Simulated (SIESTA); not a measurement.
TePb under changes of volume

One of the cells (33.730 Å³/atom); the others are scaled copies at fixed shape and fractional positions:

```
Pb Te
1.0
     0.00000    3.23100    3.23100
     3.23100    0.00000    3.23100
     3.23100    3.23100    0.00000
Pb Te
1 1
Direct
  0.00000 0.00000 0.00000
  0.50000 0.50000 0.50000
```

```yaml
Program: SIESTA 5.4.2
Functional: LDA
Potentials_or_basis: PseudoDojo 0.4 standard (LDA files)
Basis: DZP (energy shift 0.003 Ry; two zetas on semicore shells)
Grid_cutoff: 500 Ry
Energy_shift: 0.003 Ry
k_mesh: 7 × 7 × 7
Occupations: fermi-dirac, width 0.05 eV
Spin: no spin polarisation
```

| volume (Å³/atom) | energy over the lowest point (meV/atom) | pressure (GPa) |
| --- | --- | --- |
| 31.706 | ? | ? |
| 32.380 | 0.62 | 0.7 |
| 33.055 | 0.00 | -0.4 |
| 33.730 | 3.52 | -1.3 |
| 34.404 | 10.59 | -2.1 |
| 35.079 | 20.93 | -2.8 |
| 35.753 | 34.00 | -3.4 |

Task: What does the run at 31.706 Å³/atom give?

Result: Energy over the lowest point 5.90 meV/atom; pressure 1.8 GPa.

Worked out: A Birch-Murnaghan fit of order 3 (a polynomial in V^(-2/3)) to the other rows has its minimum at 32.81 Å³/atom with B0 = V·E''(V) = 50 GPa and B' = 5.2. It gives 5.89 meV/atom at 31.706 Å³/atom, against the run's 5.90, and -dE/dV = 1.9 GPa, against 1.8.

Energies are extrapolated to zero smearing.

Caveats: the basis of atomic orbitals isn't converged, which shifts pressures, moduli and gaps.
